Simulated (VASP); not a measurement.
Y:

```xyz
1
Lattice="0.0000 2.5520 2.5520 2.5520 0.0000 2.5520 2.5520 2.5520 0.0000" Properties=species:S:1:pos:R:3 pbc="T T T"
Y     0.0000    0.0000    0.0000
```

This isn't the form of Y at room conditions, which is hcp.

```yaml
Program: VASP 6.6.1
Task: single point
Functional: PBE
Potentials_or_basis: VASP PAW PBE potentials, release 64 (Y_sv)
Cutoff: 520 eV
k_mesh: 9 × 9 × 9
Occupations: fermi-dirac, width 0.05 eV
Spin: no spin polarisation
```

On this cell: pressure -0.9 GPa; band gap on the k mesh none (metal or under the smearing width).

The same run follows on a disturbed copy (cell strained at random at fixed volume):

```
CELL_PARAMETERS angstrom
0.02633 2.56043 2.58486
2.55941 0.04610 2.56509
2.57995 2.56119 0.02557
ATOMIC_POSITIONS crystal
Y 0.01034 0.99772 0.00314
```

Problem. What changes?

Solution. The energy (extrapolated to zero smearing) moves by +2.1 meV/atom; pressure -0.9 GPa; band gap on the k mesh none (metal or under the smearing width).

Stress tensor (GPa, compression positive):
```
-0.97 -0.55 -0.08
-0.55 -0.77 -0.53
-0.08 -0.53 -1.02
```
